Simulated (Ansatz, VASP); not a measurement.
One calculation of LiCl, two programs

```xyz
2
Lattice="3.2711 0.0000 0.0000 0.0000 3.2711 0.0000 0.0000 0.0000 3.2711" Properties=species:S:1:pos:R:3 pbc="T T T"
Li    0.0000    0.0000    0.0000
Cl    1.6356    1.6356    1.6356
```

Alike in both runs: task single point; functional PBE-based screened hybrid; k mesh 4 × 4 × 4; no spin polarisation.

|  | VASP | Ansatz |
| --- | --- | --- |
| version | VASP 6.6.1 | Ansatz 0.2.0 |
| potentials or method | VASP PAW PBE potentials, release 64 (Li_sv, Cl) | plane waves |
| plane-wave cutoff (eV) | 520 | 420 |
| occupations | gaussian, width 0.01 eV | fixed |
| valence electrons in the cell | 10 | 10 |

|  | VASP | Ansatz | Ansatz less VASP |
| --- | --- | --- | --- |
| gap on the k mesh at the Fermi level (eV) | 5.95 | 5.94 | -0.011 |

Ansatz warned: «stress_exchange_threshold_loose».

Caveats: the k mesh is coarse (spacing up to 0.48 Å⁻¹), so the values aren't converged. A k mesh can miss the band edges.
